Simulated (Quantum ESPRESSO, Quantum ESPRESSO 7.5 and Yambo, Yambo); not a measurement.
# InP (F-43m): bands and cutoff in G0W0 with Yambo

Aim: raise bands and screening cutoff together for InP (F-43m) and follow gap and time.

Calculated with Quantum ESPRESSO 7.5 and Yambo 5.3.0; PBE and many-body steps on it, plane waves.

The database entry behind the starting cell differs from later determinations by our own check (0.1 to 0.3 % short, probably kX units), so it need not match the best structure at ambient conditions.

### 1. The starting structure

The structure is cubic, space group F-43m (No. 216). Conventional cell: a = 5.861 Å, b = 5.861 Å, c = 5.861 Å, α = 90.00°, β = 90.00°, γ = 90.00°. Nearest to In lie 4 P at 2.54 Å. Nearest to P lie 4 In at 2.54 Å. Farther neighbours are not listed.

The cell and positions come from the Crystallography Open Database and are kept as given unless a step says otherwise.

### 2. Empty states on the mesh, 4×4×4 mesh, 332 bands

This step: Quantum ESPRESSO 7.5; DFT, PBE, plane waves, norm-conserving pseudopotentials.

The sums over transitions need many empty states on a uniform mesh; this step solves for them.

pw.in

```
&control
  calculation = 'nscf'
  prefix = 'x'
  outdir = 'o'
  pseudo_dir = 'pseudo'
/
&system
  ibrav = 0
  nat = 2
  ntyp = 2
  ecutwfc = 62.0
  nbnd = 332
  force_symmorphic = .true.
/
&electrons
  conv_thr = 1e-9
  electron_maxstep = 80
  diago_full_acc = .true.
  diago_thr_init = 5e-6
/
ATOMIC_SPECIES
  In 114.82 In.upf
  P 30.974 P.upf
CELL_PARAMETERS angstrom
  -0.0000000000 2.9305000000 2.9305000000
  2.9305000000 -0.0000000000 2.9305000000
  2.9305000000 2.9305000000 -0.0000000000
ATOMIC_POSITIONS crystal
  In 0.0000000000 0.0000000000 0.0000000000
  P 0.2500000000 0.2500000000 0.2500000000
K_POINTS automatic
  4 4 4 0 0 0
```

Launch:

```bash
OMP_NUM_THREADS=1 mpirun -n 4 pw.x -nk 4 -in pw.in > pw.out
```

The log of the run:

```text
Program PWSCF v.7.5 starts

     This program is part of the open-source Quantum ESPRESSO suite
     for quantum simulation of materials; please cite
         "P. Giannozzi et al., J. Phys.:Condens. Matter 21 395502 (2009);
         "P. Giannozzi et al., J. Phys.:Condens. Matter 29 465901 (2017);
         "P. Giannozzi et al., J. Chem. Phys. 152 154105 (2020);
     in publications or presentations arising from this work. More details at

     Atomic positions and unit cell read from directory:
     o/x.save/

     Message from routine setup:
[...]
65.9107  66.1330  66.1330  67.2685  68.0625  68.0625  70.5456  70.5456
     [... 30 further rows ...]
   191.5040 191.6628 191.6628 192.0017 192.0063 192.3154 192.3252 192.3252
   192.9527 192.9527 194.0288 194.1056

          k = 0.3536 0.0000 0.0000 (  2826 PWs)   bands (ev):

     [... further k-points ...]

     highest occupied, lowest unoccupied level (ev):     7.1482    7.8576

     XML data file, pseudopotentials, collected wavefunctions

=------------------------------------------------------------------------------=
   JOB DONE.
=------------------------------------------------------------------------------=
```

Wall time 29 s (4 MPI ranks of Arm Neoverse V1, shared host); peak memory 0.55 GiB.

Numbers from this step:

| Property | Result |
| --- | --- |
| gap | 0.7094 eV |
| k of the valence top | 0, 0, 0 |
| k of the conduction bottom | 0, 0, 0 |
| least direct gap | 0.7094 eV |
| k points computed | 8 |
| lowest point of the top converged band, above the valence top | 186.6966 eV |

On this mesh the gap is 0.709 eV.

The density comes from a self-consistent run that is not shown.

### 3. Conversion and set-up

This step: Yambo 5.3.0; conversion and set-up on PBE, plane waves, norm-conserving pseudopotentials.

The states are converted to the many-body program's format and the q mesh is built.

Launch:

```bash
(cd o/x.save; p2y > p2y.log; mv SAVE ../..); yambo > setup.log
```

The log of the run:

```text
 Yambo, version 5.3.0

 [02] CORE Variables Setup
 =========================

  [02.01] Unit cells
  ==================

  Cell kind             :  FCC
  Atoms in the cell     :  In  P
  number of In atoms    :  1
  number of P  atoms    :  1

  List of atomic masses
  Mass of In    :  114.8200
  Mass of P     :  30.97400

  List of atomic coordinates    : [cc]
  In1       :  0.000000  0.000000  0.000000  order 1
  P1       :  2.768921  2.768921  2.768921  order 2

  Alat factors          :  5.537842  5.537842  5.537842 [a.u.]
  Direct lattice volume :  339.6658 [a.u.]
[...]
==========================================

 IBZ Q-points                                      :   8
 BZ  Q-points                                      :   64

 K/Q-points units:
 rlu = crystal or reduced units; cc = cartesian coordinates; iku = interal k-units

 Q [1]          [rlu]:  0.000000  0.000000  0.000000
 Q [2]          [rlu]:  0.54193E-16  0.26437E-16  0.25000
 Q [3]          [rlu]: -0.10839E-15 -0.52875E-16 -0.50000
[...]
Q [7]          [rlu]: -0.17475E-18 -0.50000     -0.50000
 Q [8]          [rlu]:  0.250000 -0.500000 -0.250000

  [03.01] X indexes
  =================

   [03.01.01] Sigma indexes
   ========================

 [06] Game Over & Game summary
```

Wall time 2.5 s (1 MPI rank); peak memory 0.24 GiB.

### 4. 49 bands, 74.8 eV

G0W0 replaces the xc potential by the self-energy, built once from these orbitals. Only a window of levels is corrected, while the sums run over the empty bands that the input names.

This step: G0W0 on PBE, plane waves, norm-conserving pseudopotentials.

gw1.in

```
HF_and_locXC
gw0
dyson
ppa
em1d
rim_cut
RandQpts= 1000000
RandGvec= 1 RL
EXXRLvcs= 62 Ry
VXCRLvcs= 248 Ry
Chimod= "HARTREE"
% BndsRnXp
 1 | 49 |
%
NGsBlkXp= 5.5 Ry
% LongDrXp
 1 | 1 | 1 |
%
% GbndRnge
 1 | 49 |
%
DysSolver= "n"
ExtendOut
PPAPntXp= 27.21138 eV
% QPkrange
 1 | 1 | 8 | 11 |
%
```

Launch:

```bash
OMP_NUM_THREADS=1 mpirun -n 4 yambo -F gw1.in -J gw1 -C gw1 > gw1.log
```

The log of the run:

```text
 Yambo, version 5.3.0

 [02] CORE Variables Setup
 =========================

  [... cell, symmetries and grids as in the set-up ...]

  [02.05] Energies & Occupations
  ==============================

  [X] === General ===
  [X] Electronic Temperature                        :  0.000000  0.000000 [eV K]
  [X] Bosonic    Temperature                        :  0.000000  0.000000 [eV K]
  [X] Finite Temperature mode                       : no
  [X] El. density                                   :  0.35762E+24 [cm-3]
  [X] Fermi Level                                   :  7.148157 [eV]

  [X] === Gaps and Widths ===
  [X] Conduction Band Min                           :  0.709393 [eV]
  [X] Valence Band Max                              :  0.000000 [eV]
  [X] Filled Bands                                  :   9
  [X] Empty Bands                                   :    10   332
  [X] Direct Gap                                    :  0.709393 [eV]
  [X] Direct Gap localized at k                     :  1
  [X] Indirect Gap                                  :  0.709393 [eV]
  [X] Indirect Gap between kpts                     :  1  1
  [X] Last valence band width                       :  2.910625 [eV]
  [X] 1st conduction band width                     :  3.585714 [eV]

 [03] Transferred momenta grid and indexing
 ==========================================

 IBZ Q-points                                      :   8
 BZ  Q-points                                      :   64

 K/Q-points units:
 rlu = crystal or reduced units; cc = cartesian coordinates; iku = interal k-units

 Q [1]          [rlu]:  0.000000  0.000000  0.000000
 Q [2]          [rlu]:  0.54193E-16  0.26437E-16  0.25000
 Q [3]          [rlu]: -0.10839E-15 -0.52875E-16 -0.50000
 Q [4]          [rlu]:  0.87374E-19  0.25000      0.25000
 Q [5]          [rlu]:  0.23853E-16  0.25000      0.50000
 Q [6]          [rlu]:  0.44978E-16  0.25000     -0.25000
 Q [7]          [rlu]: -0.17475E-18 -0.50000     -0.50000
 Q [8]          [rlu]:  0.250000 -0.500000 -0.250000

 [04] Coloumb potential Random Integration (RIM)
 ===============================================

  [04.01] RIM initialization
  ==========================

  * Diagonal components only detected *

  8 x (sBL volume)        :  0.091285 [a.u.]
  sBZ random points       :  1000000
  Points outside the sBZ  :   7999624
  RL volume               :  0.730277 [a.u.]
  Integrated volume       :  0.730312 [a.u.]

  [04.02] RIM integrals
  =====================

  Gamma point sphere radius             :  0.081674 [a.u.]
  Points outside the sphere             :   799635
  [Int_sBZ(q=0) 1/q^2]*(Vol_sBZ)^(-1/3) =:  7.763403
                                 should be <:  7.795600

  Summary of Coulomb integrals for non-metallic bands |Q|[au] RIM/Bare

  Q [1] 0.100000E-4 0.995870 * Q [2] 0.245646 1.064378
  Q [4] 0.283648 1.062979 * Q [6] 0.401138 1.025806
  Q [5] 0.470377 1.018843 * Q [3] 0.491292 1.016674
  Q [7] 0.567295 1.013309 * Q [8] 0.634256 1.010147

 [WARNING] [Xp] User bands 1-49 break level degeneracy

 [05] Dipoles
 ============

  [05.01] Setup: observables and procedures
  =========================================

 [06] Dynamic Dielectric Matrix (PPA)
 ====================================

 [WR./gw1//ndb.pp]---------------------------------------------------------------
  Brillouin Zone Q/K grids (IBZ/BZ)                :    8   64    8   64
  RL vectors                                       :   3479 [WF]
  Coulomb cutoff potential                         : none
  Electronic Temperature                           :  0.000000 [K]
  Bosonic    Temperature                           :  0.000000 [K]
  PPA    diel. fun.  energies                      : Perdew, Burke & Ernzerhof(X)+Perdew, Burke & Ernzerhof(C)
  wavefunctions                                    : Perdew, Burke & Ernzerhof(X)+Perdew, Burke & Ernzerhof(C)
  Global Gauge                                     : length
  X matrix size                                    :   89
  X band range                                     :    1   49
  X e/h energy range                               : -1.000000 -1.000000 [eV]
  X Time ordering                                  : R
  X Hxc Kernel                                     : HARTREE
  X Drude frequency                                :  0.000000  0.000000
  X poles                                          :  100.0000 [o/o]
  RL vectors in the sum                            :   3479
  [r,Vnl] included                                 : yes
  Field direction                                  :  0.577350E-5  0.577350E-5  0.577350E-5
  BZ energy Double Grid                            : no
  BZ energy DbGd points                            : 0
  BZ Q point size factor                           : -1.000000
  X Optical Averaged directions                    : none

 [07] Local Exchange-Correlation + Non-Local Fock
 ================================================

 [VXC] Plane waves :  22227
 [EXS] Plane waves :  2837

 QP @ state[ 1 ] K range:  1  1
 QP @ state[ 1 ] b range:   8  11

 [xc] Functional : Perdew, Burke & Ernzerhof(X)+Perdew, Burke & Ernzerhof(C)
 [xc] LIBXC used to calculate xc functional
  PP Number of Atomic Species                      :  2
  NLCC RL compoments                               :  22227
  PP Number of Atomic Species                      :  2
  NLCC RL compoments                               :  22227

 [xc] E_xc :  -9.123540 [Ha]
      E_xc :  -18.24708 [Ry]

  Local XC kind (lXC) : Perdew, Burke & Ernzerhof(X)+Perdew, Burke & Ernzerhof(C)
  Non-Local XC kind (nlXC) : Hartree-Fock

  Corrections @ K [1] :  [eV]
 <8|nlXC|8> = -14.09355 -0.68615E-17 <8|lXC|8> = -12.52831  0.000000
 <9|nlXC|9> = -14.09363 -0.78325E-17 <9|lXC|9> = -12.52831  0.000000
 <10|nlXC|10> = -7.566941  0.14123E-17 <10|lXC|10> = -11.29083  0.000000
 <11|nlXC|11> = -6.418432 -0.16616E-17 <11|lXC|11> = -10.21593  0.000000

 [08] Dyson equation: Newton solver
 ==================================

  [08.01] G0W0 (W PPA)
  ====================

  [  GW  ] Bands range     :    1   49
  [GW/PPA] G damping       :  0.100000 [eV]

  QP @ state[ 1 ] K range:  1  1
  QP @ state[ 1 ] b range:   8  11

   Sc/G bands                                       :    1   49
   Sc/G damping                                     :  0.100000 ev
   Sc bands terminator                              : no
   Sx RL components                                 :  2837

   QP @ state[ 1 ] K range                          :  1  1
   QP @ state[ 1 ] b range                          :   8  11
   GF energies kind                                 : Perdew, Burke & Ernzerhof(X)+Perdew, Burke & Ernzerhof(C)
   GF WF`s kind                                     : Perdew, Burke & Ernzerhof(X)+Perdew, Burke & Ernzerhof(C)
   Xs energies kind                                 : Perdew, Burke & Ernzerhof(X)+Perdew, Burke & Ernzerhof(C)
   Xs WF`s kind                                     : Perdew, Burke & Ernzerhof(X)+Perdew, Burke & Ernzerhof(C)

 [11] Game Over & Game summary
```

It took 14 s on 4 MPI ranks; peak memory 1.3 GiB; 51 s of CPU time.

Numbers from this step:

```yaml
g0w0_gap_on_the_points_computed: 1.040 eV
starting_gap_on_the_mesh: 0.7094 eV
k_of_the_valence_top: 0, 0, 0
k_of_the_conduction_bottom: 0, 0, 0
least_direct_g0w0_gap_on_the_computed_points: 1.040 eV
z_at_the_valence_top: 0.7839
z_at_the_conduction_bottom: 0.7958
```

The gap on the mesh goes from 0.71 eV to 1.04 eV, a correction of +0.33 eV.

### 5. 140 bands, 142.9 eV

gw2.in

```
HF_and_locXC
gw0
dyson
ppa
em1d
rim_cut
RandQpts= 1000000
RandGvec= 1 RL
EXXRLvcs= 62 Ry
VXCRLvcs= 248 Ry
Chimod= "HARTREE"
% BndsRnXp
 1 | 140 |
%
NGsBlkXp= 10.5 Ry
% LongDrXp
 1 | 1 | 1 |
%
% GbndRnge
 1 | 140 |
%
DysSolver= "n"
ExtendOut
PPAPntXp= 27.21138 eV
% QPkrange
 1 | 1 | 8 | 11 |
%
```

Launch:

```bash
OMP_NUM_THREADS=1 mpirun -n 4 yambo -F gw2.in -J gw2 -C gw2 > gw2.log
```

The log of the run:

```text
 Yambo, version 5.3.0

 [02] CORE Variables Setup
 =========================

  [... cell, symmetries and grids as in the set-up ...]

  [02.05] Energies & Occupations
  ==============================

  [X] === General ===
  [X] Electronic Temperature                        :  0.000000  0.000000 [eV K]
  [X] Bosonic    Temperature                        :  0.000000  0.000000 [eV K]
  [X] Finite Temperature mode                       : no
  [X] El. density                                   :  0.35762E+24 [cm-3]
  [X] Fermi Level                                   :  7.148157 [eV]

  [X] === Gaps and Widths ===
  [X] Conduction Band Min                           :  0.709393 [eV]
  [X] Valence Band Max                              :  0.000000 [eV]
  [X] Filled Bands                                  :   9
  [X] Empty Bands                                   :    10   332
  [X] Direct Gap                                    :  0.709393 [eV]
  [X] Direct Gap localized at k                     :  1
  [X] Indirect Gap                                  :  0.709393 [eV]
  [X] Indirect Gap between kpts                     :  1  1
  [X] Last valence band width                       :  2.910625 [eV]
  [X] 1st conduction band width                     :  3.585714 [eV]

 [03] Transferred momenta grid and indexing
 ==========================================

 IBZ Q-points                                      :   8
 BZ  Q-points                                      :   64

 K/Q-points units:
 rlu = crystal or reduced units; cc = cartesian coordinates; iku = interal k-units

 Q [1]          [rlu]:  0.000000  0.000000  0.000000
 Q [2]          [rlu]:  0.54193E-16  0.26437E-16  0.25000
 Q [3]          [rlu]: -0.10839E-15 -0.52875E-16 -0.50000
[...]
================================================

 [VXC] Plane waves :  22227
 [EXS] Plane waves :  2837

 QP @ state[ 1 ] K range:  1  1
 QP @ state[ 1 ] b range:   8  11

 [xc] Functional : Perdew, Burke & Ernzerhof(X)+Perdew, Burke & Ernzerhof(C)
 [xc] LIBXC used to calculate xc functional
  PP Number of Atomic Species                      :  2
  NLCC RL compoments                               :  22227
  PP Number of Atomic Species                      :  2
  NLCC RL compoments                               :  22227

 [xc] E_xc :  -9.123540 [Ha]
      E_xc :  -18.24708 [Ry]

  Local XC kind (lXC) : Perdew, Burke & Ernzerhof(X)+Perdew, Burke & Ernzerhof(C)
  Non-Local XC kind (nlXC) : Hartree-Fock

  Corrections @ K [1] :  [eV]
 <8|nlXC|8> = -14.09355 -0.68615E-17 <8|lXC|8> = -12.52831  0.000000
 <9|nlXC|9> = -14.09363 -0.78325E-17 <9|lXC|9> = -12.52831  0.000000
 <10|nlXC|10> = -7.566941  0.14123E-17 <10|lXC|10> = -11.29083  0.000000
 <11|nlXC|11> = -6.418432 -0.16616E-17 <11|lXC|11> = -10.21593  0.000000

 [08] Dyson equation: Newton solver
 ==================================

  [08.01] G0W0 (W PPA)
  ====================

  [  GW  ] Bands range     :    1  140
  [GW/PPA] G damping       :  0.100000 [eV]

  QP @ state[ 1 ] K range:  1  1
  QP @ state[ 1 ] b range:   8  11

   Sc/G bands                                       :    1  140
   Sc/G damping                                     :  0.100000 ev
   Sc bands terminator                              : no
   Sx RL components                                 :  2837

   QP @ state[ 1 ] K range                          :  1  1
   QP @ state[ 1 ] b range                          :   8  11
   GF energies kind                                 : Perdew, Burke & Ernzerhof(X)+Perdew, Burke & Ernzerhof(C)
   GF WF`s kind                                     : Perdew, Burke & Ernzerhof(X)+Perdew, Burke & Ernzerhof(C)
   Xs energies kind                                 : Perdew, Burke & Ernzerhof(X)+Perdew, Burke & Ernzerhof(C)
   Xs WF`s kind                                     : Perdew, Burke & Ernzerhof(X)+Perdew, Burke & Ernzerhof(C)

 [11] Game Over & Game summary
```

Wall time 52 s (4 MPI ranks); peak memory 1.4 GiB.

This step gave:

* G0W0 gap on the points computed: 1.053 eV
* starting gap on the mesh: 0.7094 eV
* k of the valence top: 0, 0, 0
* k of the conduction bottom: 0, 0, 0
* least direct G0W0 gap on the computed points: 1.053 eV
* Z at the valence top: 0.7821
* Z at the conduction bottom: 0.7939

Against G0W0 in Yambo (4×4×4 mesh, 49 bands, screening to 74.8 eV, Godby-Needs plasmon pole), the gap moves by +0.014 eV.

### 6. 332 bands, 217.7 eV

gw3.in

```
HF_and_locXC
gw0
dyson
ppa
em1d
rim_cut
RandQpts= 1000000
RandGvec= 1 RL
EXXRLvcs= 62 Ry
VXCRLvcs= 248 Ry
Chimod= "HARTREE"
% BndsRnXp
 1 | 332 |
%
NGsBlkXp= 16 Ry
% LongDrXp
 1 | 1 | 1 |
%
% GbndRnge
 1 | 332 |
%
DysSolver= "n"
ExtendOut
PPAPntXp= 27.21138 eV
% QPkrange
 1 | 1 | 8 | 11 |
%
```

Launch:

```bash
OMP_NUM_THREADS=1 mpirun -n 4 yambo -F gw3.in -J gw3 -C gw3 > gw3.log
```

The log of the run:

```text
 Yambo, version 5.3.0

 [02] CORE Variables Setup
 =========================

  [... cell, symmetries and grids as in the set-up ...]

  [02.05] Energies & Occupations
  ==============================

  [X] === General ===
  [X] Electronic Temperature                        :  0.000000  0.000000 [eV K]
  [X] Bosonic    Temperature                        :  0.000000  0.000000 [eV K]
  [X] Finite Temperature mode                       : no
  [X] El. density                                   :  0.35762E+24 [cm-3]
[...]
Sx RL components                                 :  2837

   QP @ state[ 1 ] K range                          :  1  1
   QP @ state[ 1 ] b range                          :   8  11
   GF energies kind                                 : Perdew, Burke & Ernzerhof(X)+Perdew, Burke & Ernzerhof(C)
   GF WF`s kind                                     : Perdew, Burke & Ernzerhof(X)+Perdew, Burke & Ernzerhof(C)
   Xs energies kind                                 : Perdew, Burke & Ernzerhof(X)+Perdew, Burke & Ernzerhof(C)
   Xs WF`s kind                                     : Perdew, Burke & Ernzerhof(X)+Perdew, Burke & Ernzerhof(C)

 [11] Game Over & Game summary
```

Elapsed: 5.2 min, on 4 MPI ranks; peak memory 1.9 GiB.

This step gave:

```yaml
g0w0_gap_on_the_points_computed: 1.079 eV
starting_gap_on_the_mesh: 0.7094 eV
k_of_the_valence_top: 0, 0, 0
k_of_the_conduction_bottom: 0, 0, 0
least_direct_g0w0_gap_on_the_computed_points: 1.079 eV
```

Against G0W0 in Yambo (4×4×4 mesh, 140 bands, screening to 142.9 eV, Godby-Needs plasmon pole), the gap moves by +0.026 eV.

### 7. The runs together

Times are wall times on 4 MPI ranks of Arm Neoverse V1, shared host, good to a factor of about two.

```csv
run,mesh,bands,screening cutoff (eV),DFT gap (eV),gap on the mesh (eV),direct (eV),time
"49 bands, 74.8 eV",4×4×4,49,74.8,0.709,1.040,1.040,14 s
"140 bands, 142.9 eV",4×4×4,140,142.9,0.709,1.053,1.053,52 s
"332 bands, 217.7 eV",4×4×4,332,217.7,0.709,1.079,1.079,5.2 min
```

### 8. What came out

| Property | Result |
| --- | --- |
| 49 bands, 74.8 eV | 1.040 eV |
| 140 bands, 142.9 eV | 1.053 eV |
| 332 bands, 217.7 eV | 1.079 eV |
| known limits | not at the basis limit; exchange with frozen shells missing; no spin-orbit coupling; coarse k mesh |

**Reading.** From the first rung to the last the gap moves by +0.04 eV for 23 times the time. The steps are not yet shrinking, so no limit is drawn. In the G0W0 runs levels were corrected at 1 k point alone, so a gap called «on the mesh» is the least over those, and an edge elsewhere would be missed. The 4×4×4 mesh is coarse for this cell, which bears on the long-range parts of exchange and screening. The norm-conserving file of at least one element keeps a d shell over frozen s and p shells of the same row. Exchange with those shells is missing from the self-energy, an error of 0.3 to 0.9 eV in cases checked, whose sign depends on which edge lies on those atoms. The many-body steps are scalar-relativistic: spin-orbit coupling is not in them.

[Paths, hosts, dates, memory and timing lines, banners, echoed tables and standing remarks are left out of the program output.]

[Logs are printed without paths, hosts, clocks, repeated set-up lines and the standing remarks that a program may print on its own settings, such as how far it seeks lower states.]

[Runs of the session that timed out or met a known fault of the program may be left out.]

[Hosts, paths, dates, database ids (printed as entryN), source tags and the programs' standing remarks are cut or masked in the printed files.]
